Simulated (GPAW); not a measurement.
## free-standing triangular Os monolayer, spacing 2.904 A: cost and accuracy of the smearing

Wanted: the cheapest choice of the smearing that holds the magnetic results of free-standing triangular Os monolayer, spacing 2.904 A.

Program: GPAW 26.7.0. Level of theory: PBE; plane waves with GPAW's PAW setups, scalar-relativistic. Results are calculated unless marked as measured.

### Step 1. The starting structure

The cell holds 1 atom: 1 Os. Cell: a = 2.904 Å, b = 2.904 Å, c = 14.000 Å, α = 90.0°, β = 90.0°, γ = 120.0°. model lattice. Vacuum lies along c.

### Step 2. Rung 1 (width 0.4 eV), start ferro +

A wide smearing converges easily but acts like a high temperature on the moments; each rung narrows it.

The input, order1.py:

```python
import json
import numpy as np
from ase import Atoms
from ase.parallel import paropen, parprint
from gpaw import GPAW

atoms = Atoms(['Os'],
    cell=[[2.904, 0.0, 0.0],
         [-1.452, 2.514938, 0.0],
         [0.0, 0.0, 14.0]],
    scaled_positions=[[0.0, 0.0, 0.5]],
    pbc=True,
    magmoms=[1.0])
atoms.calc = GPAW(mode={'name': 'pw', 'ecut': 550},
    xc='PBE',
    kpts={'size': (10, 10, 1), 'gamma': True},
    occupations={'name': 'marzari-vanderbilt', 'width': 0.4},
    convergence={'density': 1e-06, 'energy': 1e-05},
    maxiter=200,
    eigensolver='davidson',
    symmetry={'tolerance': 1e-4},
    txt='order1.txt')
e = atoms.get_potential_energy(force_consistent=True)
res = {'free_energy': e, 'energy_sigma0': atoms.get_potential_energy(), 'fermi_energy': atoms.calc.get_fermi_level()}
res['moments'] = atoms.get_magnetic_moments().tolist()
res['total'] = atoms.get_magnetic_moment()
parprint('site moments (muB):', np.round(res['moments'], 3))
parprint(f"total moment: {res['total']:.3f} muB")
parprint(f'free energy: {e:.6f} eV')
atoms.calc.write('order1.gpw')
with paropen('results.json', 'w') as f:
    json.dump(res, f)
```

On the command line:

```bash
OMP_NUM_THREADS=1 python3 order1.py > order1.log
```

Output:

```text
site moments (muB): [1.327]
total moment: 1.586 muB
free energy: -7.589320 eV

--- order1.txt ---
Input parameters:
  mode=PW(ecut=550),
  convergence={'density': 1e-06, 'energy': 1e-05},
  eigensolver=Davidson(niter=2),
  kpts=MonkhorstPack(size=(10, 10, 1), gamma=True),
  maxiter=200,
  occupations=Occupations(name='marzari-vanderbilt', width=0.4),
  symmetry=Symmetry(tolerance=0.0001),
  xc=XC(name='PBE')

Diagonalizing LCAO Hamiltonian
Converting LCAO to pw mode

       Os

Atoms  # Å, Bohr magnetons
|   | symbol |        x |        y |        z |    initial magnetic moments |
|---|--------|----------|----------|----------|-----------------------------|
| 0 |     Os | 0.000000 | 0.000000 | 7.000000 | ( 0.0000,  0.0000,  1.0000) |

Unit cell  # Å
| periodic |         x |        y |         z |   lengths |     angles |
|----------|-----------|----------|-----------|-----------|------------|
|      yes |  2.904000 | 0.000000 |  0.000000 |  2.904000 |  90.000000 |
|      yes | -1.452000 | 2.514938 |  0.000000 |  2.904000 |  90.000000 |
|      yes |  0.000000 | 0.000000 | 14.000000 | 14.000000 | 119.999998 |

Number of symmetries: 24

BZ-sampling:
  Number of BZ points: 100
  Number of IBZ points: 14

  Monkhorst-Pack size: [10, 10, 1]
  Monkhorst-Pack shift: [0.05, 0.05, 0.0]

Plane wave coefficients: 3051
Cutoff: 550.0 eV

Spin-components: 2 (collinear spins)
Bands:           12
Projectors:      6
Spin-degeneracy: 1
Datatype:        complex128

Parallelization:
  kpt:    1
  domain: 1
  band:   1

Density:
  Valence electrons: 14.0
  Components: 2
  Grid points: [16 16 80]
  Charge: 0.0  # |e|

Potential:
  Grid points: [16 16 80]

[... setups left out ...]
Reference energy: -468923.957039  # eV

eigensolver:
  Davidson
  Converge bands: occupied
  niter=2

density mixing:
  MSR1-Mixer
  Pratt-step length: 0.05
  Maximum mixing coefficient: 0.75
  Old densities: 10
  SVD Regularization: 0.005
  Good broyden scale: 1.0
  Trust region scale: 1.0
  Backstep threshold: 4.0
  History deletion threshold: 6.0
  Fourier metric: weight=20.0, sigma=0.015

occupation numbers:
  Marzari-Vanderbilt:
    width: 0.4000  # eV

poisson solver:
  ecut: 4400.0  # eV

xc functional:
  name: PBE with 2 nearest neighbor stencil

convergence criteria:
- Maximum integral of absolute [dens]ity change: 1e-06 electrons / valence electron
- Maximum [total energy] change in last 3 cyles: 1e-05 eV / valence electron
- Maximum integral of absolute [eigenst]ate change: 4e-08 eV^2 / valence electron
maximum number of iterations: 200

SCF iterations
|iter     |      energy | eigst |  dens |  magmom |
|---------|-------------|-------|-------|---------|
|iter:   1|       0s |   -7.476115 | +0.22 |       |  +1.0009|
|iter:   2|       1s |   -7.493310 | -0.70 | -1.14 |  +0.9957|
|iter:   3|       1s |   -7.567491 | -1.08 | -1.15 |  +0.9763|
|iter:   4|       2s |   -7.552425 | -1.75 | -1.46 |  +1.0263|
|iter:   5|       2s |   -7.575092 | -2.10 | -1.74 |  +1.1269|
|iter:   6|       3s |   -7.580916 | -2.35 | -1.86 |  +1.2205|
|iter:   7|       3s |   -7.586499 | -2.62 | -2.01 |  +1.3811|
|iter:   8|       4s |   -7.588487 | -2.84 | -2.23 |  +1.5159|
|iter:   9|       4s |   -7.589220 | -3.42 | -2.45 |  +1.5615|
|iter:  10|       5s |   -7.589301 | -3.86 | -3.10 |  +1.5865|
|iter:  11|       5s |   -7.589314c| -4.29 | -3.60 |  +1.5852|
|iter:  12|       6s |   -7.589318c| -4.68 | -4.26 |  +1.5855|
|iter:  13|       6s |   -7.589319c| -5.01 | -4.63 |  +1.5859|
|iter:  14|       7s |   -7.589320c| -5.40 | -4.84 |  +1.5859|
|iter:  15|       7s |   -7.589320c| -5.72 | -5.13 |  +1.5859|
|iter:  16|       8s |   -7.589320c| -6.00 | -5.38 |  +1.5860|
|iter:  17|       8s |   -7.589320c| -6.35 | -5.68 |  +1.5860|
|iter:  18|       9s |   -7.589320c| -6.69 | -6.18c|  +1.5860|
|iter:  19|       9s |   -7.589320c| -7.01 | -6.12c|  +1.5860|
|iter:  20|      10s |   -7.589320c| -7.40c| -6.20c|  +1.5860|

Converged in 20 steps
Energy contributions relative to reference atoms: (reference = -468923.957039)

Energy contributions:
  Kinetic:         -18.148553
  Coulomb:          15.017927
  Zero:             -0.184551
  External:          0.000000
  Xc:               -4.276151
  Entropy:           0.002008
  Spinorbit:         0.000000
  ----------------------------
  Free energy:      -7.589320
  Extrapolated:     -7.589320

dipole moment: (-5.145251, -8.911836, -0.000004)  # |e|*Ang

Total magnetic moment: (0.000000, 0.000000, 1.585985)

Local magnetic moments
|        x |        y |        z |
|----------|----------|----------|
| 0.000000 | 0.000000 | 1.327267 |  # Os   0

Fermi level: -2.556
Eigenvalues  # (at kpt = [0.000, 0.000, 0.000])
| band index |      eig [eV] | occ [0-1] |      eig [eV] | occ [0-1] |
|------------|---------------|-----------|---------------|-----------|
|          0 |       -48.348 |     1.000 |       -47.202 |     1.000 |
|          1 |       -47.890 |     1.000 |       -47.202 |     1.000 |
|          2 |       -47.890 |     1.000 |       -47.111 |     1.000 |
|          3 |        -8.700 |     1.000 |        -8.450 |     1.000 |
|          4 |        -4.869 |     1.000 |        -3.536 |     1.012 |
|          5 |        -4.102 |     1.000 |        -3.536 |     1.012 |
|          6 |        -4.102 |     1.000 |        -3.267 |     1.062 |
|          7 |        -2.229 |     0.055 |        -1.013 |     0.000 |
|          8 |        -2.229 |     0.055 |        -1.013 |     0.000 |
|          9 |        -1.522 |     0.000 |        -0.998 |     0.000 |
|         10 |         2.482 |     0.000 |         2.569 |     0.000 |
|         11 |         3.454 |     0.000 |         3.501 |     0.000 |

No gap
No difference between direct/indirect transitions
```

Wall time 13 s (1 MPI rank of Intel Xeon 6975P-C (Granite Rapids), shared host); peak memory 0.19 GiB.

This step gave:

```
magnetization  : 1.586 μB
final state    : ferromagnetic
largest moment : 1.327 μB
```

After 20 cycles the largest moment stands at 1.33 μB.

### Step 3. Rung 1 (width 0.4 eV), start antiferro q=(0,1/2,0) +-

The second start gives the energy difference between the two end states, the quantity that is followed up the ladder. Its q is in fractions of the reciprocal vectors of the first run's cell.

order2.py is the script of step 2 with these lines changed:

```diff
@@ -6,12 +6,13 @@
 
-atoms = Atoms(['Os'],
+atoms = Atoms(['Os', 'Os'],
     cell=[[2.904, 0.0, 0.0],
-         [-1.452, 2.514938, 0.0],
+         [-2.904, 5.029876, 0.0],
          [0.0, 0.0, 14.0]],
-    scaled_positions=[[0.0, 0.0, 0.5]],
+    scaled_positions=[[0.0, 0.0, 0.5],
+         [0.0, 0.5, 0.5]],
     pbc=True,
-    magmoms=[1.0])
+    magmoms=[1.0, -1.0])
 atoms.calc = GPAW(mode={'name': 'pw', 'ecut': 550},
     xc='PBE',
-    kpts={'size': (10, 10, 1), 'gamma': True},
+    kpts={'size': (10, 5, 1), 'gamma': True},
     occupations={'name': 'marzari-vanderbilt', 'width': 0.4},
@@ -21,3 +22,3 @@
     symmetry={'tolerance': 1e-4},
-    txt='order1.txt')
+    txt='order2.txt')
 e = atoms.get_potential_energy(force_consistent=True)
@@ -29,3 +30,3 @@
 parprint(f'free energy: {e:.6f} eV')
-atoms.calc.write('order1.gpw')
+atoms.calc.write('order2.gpw')
 with paropen('results.json', 'w') as f:
```

On the command line:

```bash
OMP_NUM_THREADS=1 python3 order2.py > order2.log
```

Output:

```text
site moments (muB): [ 1.239 -1.239]
total moment: 0.000 muB
free energy: -15.103227 eV

--- order2.txt ---
Input parameters:
  mode=PW(ecut=550),
  convergence={'density': 1e-06, 'energy': 1e-05},
  eigensolver=Davidson(niter=2),
  kpts=MonkhorstPack(size=(10, 5, 1), gamma=True),
  maxiter=200,
  occupations=Occupations(name='marzari-vanderbilt', width=0.4),
  symmetry=Symmetry(tolerance=0.0001),
  xc=XC(name='PBE')

Diagonalizing LCAO Hamiltonian
Converting LCAO to pw mode

         Os
          Os

Atoms  # Å, Bohr magnetons
|   | symbol |         x |        y |        z |    initial magnetic moments |
|---|--------|-----------|----------|----------|-----------------------------|
| 0 |     Os |  0.000000 | 0.000000 | 7.000000 | ( 0.0000,  0.0000,  1.0000) |
| 1 |     Os | -1.452000 | 2.514938 | 7.000000 | ( 0.0000,  0.0000, -1.0000) |

Number of symmetries: 4

BZ-sampling:
  Number of BZ points: 50
  Number of IBZ points: 26

  Monkhorst-Pack size: [10, 5, 1]
  Monkhorst-Pack shift: [0.05, 0.0, 0.0]

Plane wave coefficients: 6022
Cutoff: 550.0 eV

Spin-components: 2 (collinear spins)
Bands:           21
Projectors:      12
Spin-degeneracy: 1
Datatype:        complex128

Parallelization:
  kpt:    1
  domain: 1
  band:   1

Density:
  Valence electrons: 28.0
  Components: 2
  Grid points: [16 32 80]
  Charge: 0.0  # |e|

Potential:
  Grid points: [16 32 80]

[... setups left out ...]
Reference energy: -937847.914077  # eV

convergence criteria:
- Maximum integral of absolute [dens]ity change: 1e-06 electrons / valence electron
- Maximum [total energy] change in last 3 cyles: 1e-05 eV / valence electron
[...]
|iter:  30|      84s |  -15.103227c| -6.99 | -6.04c|  +0.0000|
|iter:  31|      87s |  -15.103227c| -7.18 | -6.15c|  +0.0000|
|iter:  32|      90s |  -15.103227c| -7.39 | -6.65c|  +0.0000|
|iter:  33|      93s |  -15.103227c| -7.63c| -6.61c|  +0.0000|

Converged in 33 steps
Energy contributions relative to reference atoms: (reference = -937847.914077)

Energy contributions:
  Kinetic:         -37.426071
  Coulomb:          30.962108
  Zero:             -0.362179
  External:          0.000000
  Xc:               -8.188282
  Entropy:          -0.088804
  Spinorbit:         0.000000
  ----------------------------
  Free energy:     -15.103227
  Extrapolated:    -15.103227

dipole moment: (-10.294810, -17.831138, -0.000008)  # |e|*Ang

Total magnetic moment: (0.000000, 0.000000, 0.000039)

Local magnetic moments
|        x |        y |         z |
|----------|----------|-----------|
| 0.000000 | 0.000000 |  1.239324 |  # Os   0
| 0.000000 | 0.000000 | -1.239291 |  # Os   1

Fermi level: -2.446
Eigenvalues  # (at kpt = [0.000, 0.000, 0.000])
| band index |      eig [eV] | occ [0-1] |      eig [eV] | occ [0-1] |
|------------|---------------|-----------|---------------|-----------|
|          0 |       -48.332 |     1.000 |       -48.332 |     1.000 |
|        ... |               |           |               |           |
|          5 |       -47.237 |     1.000 |       -47.237 |     1.000 |
|          6 |        -8.563 |     1.000 |        -8.563 |     1.000 |
|          7 |        -6.582 |     1.000 |        -6.582 |     1.000 |
|          8 |        -5.070 |     1.000 |        -5.070 |     1.000 |
[...]
|         17 |        -0.354 |     0.000 |        -0.354 |     0.000 |
|         18 |        -0.165 |     0.000 |        -0.165 |     0.000 |
|         19 |         2.530 |     0.000 |         2.530 |     0.000 |
|         20 |         3.476 |     0.000 |         3.476 |     0.000 |

No gap
No difference between direct/indirect transitions
```

The job ended after 1.7 min (1 MPI rank; peak memory 0.37 GiB).

This step gave:

- magnetization: 0 μB
- final state: antiferromagnetic
- largest moment: 1.239 μB

This start lies +37.7 meV a seeded atom from the first; its largest moment is 1.24 μB.

### Step 4. Rung 2 (width 0.2 eV), start ferro +

order1.py is the script of step 2 with these lines changed:

```diff
@@ -16,3 +16,3 @@
     kpts={'size': (10, 10, 1), 'gamma': True},
-    occupations={'name': 'marzari-vanderbilt', 'width': 0.4},
+    occupations={'name': 'marzari-vanderbilt', 'width': 0.2},
     convergence={'density': 1e-06, 'energy': 1e-05},
```

On the command line:

```bash
OMP_NUM_THREADS=1 python3 order1.py > order1.log
```

Output:

```text
site moments (muB): [1.332]
total moment: 1.585 muB
free energy: -7.590353 eV

--- order1.txt ---
Input parameters:
  mode=PW(ecut=550),
  convergence={'density': 1e-06, 'energy': 1e-05},
  eigensolver=Davidson(niter=2),
  kpts=MonkhorstPack(size=(10, 10, 1), gamma=True),
  maxiter=200,
  occupations=Occupations(name='marzari-vanderbilt', width=0.2),
  symmetry=Symmetry(tolerance=0.0001),
  xc=XC(name='PBE')

[...]
|          3 |        -8.682 |     1.000 |        -8.458 |     1.000 |
|          4 |        -4.865 |     1.000 |        -3.541 |     1.000 |
[...]
|          8 |        -2.232 |     0.003 |        -0.980 |     0.000 |
|          9 |        -1.519 |     0.000 |        -0.980 |     0.000 |
|         10 |         2.482 |     0.000 |         2.565 |     0.000 |
|         11 |         3.455 |     0.000 |         3.497 |     0.000 |

No gap
No difference between direct/indirect transitions


[key lines of the parts left out:]
Free energy:      -7.590353
Converged in 22 steps
dipole moment: (-5.144342, -8.910263, -0.000004)  # |e|*Ang
Fermi level: -2.546
```

Elapsed: 14 s, on 1 MPI rank; peak memory 0.19 GiB.

Numbers from this step:

```
magnetization  : 1.585 μB
final state    : ferromagnetic
largest moment : 1.332 μB
```

The largest moment moves by +0.01 μB from rung 1, at 1.1 times its CPU time.

### Step 5. Rung 2 (width 0.2 eV), start antiferro q=(0,1/2,0) +-

order2.py is the script of step 3 with these lines changed:

```diff
@@ -17,3 +17,3 @@
     kpts={'size': (10, 5, 1), 'gamma': True},
-    occupations={'name': 'marzari-vanderbilt', 'width': 0.4},
+    occupations={'name': 'marzari-vanderbilt', 'width': 0.2},
     convergence={'density': 1e-06, 'energy': 1e-05},
```

On the command line:

```bash
OMP_NUM_THREADS=1 python3 order2.py > order2.log
```

Output:

```text
site moments (muB): [ 1.25 -1.25]
total moment: 0.000 muB
free energy: -15.074900 eV

--- order2.txt ---
Input parameters:
  mode=PW(ecut=550),
  convergence={'density': 1e-06, 'energy': 1e-05},
  eigensolver=Davidson(niter=2),
  kpts=MonkhorstPack(size=(10, 5, 1), gamma=True),
  maxiter=200,
  occupations=Occupations(name='marzari-vanderbilt', width=0.2),
  symmetry=Symmetry(tolerance=0.0001),
  xc=XC(name='PBE')

[...]
|          7 |        -6.620 |     1.000 |        -6.620 |     1.000 |
|          8 |        -5.099 |     1.000 |        -5.099 |     1.000 |
[...]
|         17 |        -0.391 |     0.000 |        -0.391 |     0.000 |
|         18 |        -0.206 |     0.000 |        -0.206 |     0.000 |
|         19 |         2.534 |     0.000 |         2.534 |     0.000 |
|         20 |         3.479 |     0.000 |         3.479 |     0.000 |

No gap
No difference between direct/indirect transitions


[key lines of the parts left out:]
Free energy:     -15.074900
Converged in 42 steps
dipole moment: (-10.293193, -17.828337, -0.000008)  # |e|*Ang
Fermi level: -2.451
```

Elapsed: 2 min, on 1 MPI rank; peak memory 0.37 GiB.

Numbers from this step:

| Item | Value |
| --- | --- |
| magnetization | 0 μB |
| final state | antiferromagnetic |
| largest moment | 1.250 μB |

This start lies +52.9 meV a seeded atom from the first, a change of +15.2 meV since rung 1; its largest moment is 1.25 μB.

### Step 6. Rung 3 (width 0.1 eV), start ferro +

order1.py is the script of step 4 with these lines changed:

```diff
@@ -16,3 +16,3 @@
     kpts={'size': (10, 10, 1), 'gamma': True},
-    occupations={'name': 'marzari-vanderbilt', 'width': 0.2},
+    occupations={'name': 'marzari-vanderbilt', 'width': 0.1},
     convergence={'density': 1e-06, 'energy': 1e-05},
```

On the command line:

```bash
OMP_NUM_THREADS=1 python3 order1.py > order1.log
```

Output:

```text
site moments (muB): [1.345]
total moment: 1.604 muB
free energy: -7.591324 eV

--- order1.txt ---
Input parameters:
  mode=PW(ecut=550),
  convergence={'density': 1e-06, 'energy': 1e-05},
  eigensolver=Davidson(niter=2),
  kpts=MonkhorstPack(size=(10, 10, 1), gamma=True),
  maxiter=200,
  occupations=Occupations(name='marzari-vanderbilt', width=0.1),
  symmetry=Symmetry(tolerance=0.0001),
  xc=XC(name='PBE')

[...]
|          3 |        -8.655 |     1.000 |        -8.428 |     1.000 |
|          4 |        -4.861 |     1.000 |        -3.505 |     1.000 |
[...]
|          8 |        -2.210 |     0.000 |        -0.945 |     0.000 |
|          9 |        -1.515 |     0.000 |        -0.945 |     0.000 |
|         10 |         2.476 |     0.000 |         2.563 |     0.000 |
|         11 |         3.449 |     0.000 |         3.497 |     0.000 |

No gap
No difference between direct/indirect transitions


[key lines of the parts left out:]
Free energy:      -7.591324
Converged in 24 steps
dipole moment: (-5.143729, -8.909201, -0.000004)  # |e|*Ang
Fermi level: -2.501
```

The job ended after 15 s (1 MPI rank; peak memory 0.2 GiB).

Read from the output:

```yaml
magnetization: 1.605 μB
final_state: ferromagnetic
largest_moment: 1.345 μB
```

The largest moment moves by +0.01 μB from rung 2, at 1.1 times its CPU time.

### Step 7. Rung 3 (width 0.1 eV), start antiferro q=(0,1/2,0) +-

order2.py is the script of step 5 with these lines changed:

```diff
@@ -17,3 +17,3 @@
     kpts={'size': (10, 5, 1), 'gamma': True},
-    occupations={'name': 'marzari-vanderbilt', 'width': 0.2},
+    occupations={'name': 'marzari-vanderbilt', 'width': 0.1},
     convergence={'density': 1e-06, 'energy': 1e-05},
```

On the command line:

```bash
OMP_NUM_THREADS=1 python3 order2.py > order2.log
```

Output:

```text
gpaw.KohnShamConvergenceError

--- order2.txt ---
Input parameters:
  mode=PW(ecut=550),
  convergence={'density': 1e-06, 'energy': 1e-05},
  eigensolver=Davidson(niter=2),
  kpts=MonkhorstPack(size=(10, 5, 1), gamma=True),
  maxiter=200,
  occupations=Occupations(name='marzari-vanderbilt', width=0.1),
  symmetry=Symmetry(tolerance=0.0001),
  xc=XC(name='PBE')

Diagonalizing LCAO Hamiltonian
Converting LCAO to pw mode

         Os
          Os

Atoms  # Å, Bohr magnetons
|   | symbol |         x |        y |        z |    initial magnetic moments |
[...]
[... 180 iterations left out ...]
|iter: 191|     528s |  -15.061394c| -4.21 | -3.12 |  -0.0001|
|iter: 192|     530s |  -15.061648c| -4.27 | -2.95 |  -0.0009|
|iter: 193|     533s |  -15.061435c| -4.35 | -3.50 |  -0.0004|
|iter: 194|     536s |  -15.061665c| -4.25 | -2.98 |  -0.0011|
|iter: 195|     539s |  -15.061600c| -5.24 | -3.50 |  -0.0000|
|iter: 196|     542s |  -15.061729c| -4.30 | -3.21 |  -0.0003|
|iter: 197|     544s |  -15.061760c| -4.71 | -3.50 |  +0.0006|
|iter: 198|     547s |  -15.061954c| -3.99 | -3.40 |  +0.0014|
|iter: 199|     550s |  -15.061761c| -4.61 | -3.22 |  +0.0003|
|iter: 200|     553s |  -15.061733c| -5.00 | -3.40 |  +0.0000|
```

Run time: 9.3 min. Hardware: 1 MPI rank; peak memory 0.38 GiB.

No converged result was reached; the numbers in the log don't describe the system.

A smaller mixing step or another start is the usual next try.

[end of part 1 of 2]

[Logs and program files are shortened in this print: banners, set-up blocks, solver, clock and traceback lines can be left out without a mark of their own.]

[Logs are printed without paths, hosts, clocks, repeated set-up lines and the standing remarks that a program may print on its own settings, such as how far it seeks lower states.]

[Hosts, paths, dates, database ids (printed as entryN), source tags and the programs' standing remarks are cut or masked in the printed files.]

[Where a cell is said to come from a database of computed structures, the database is the Materials Project.]
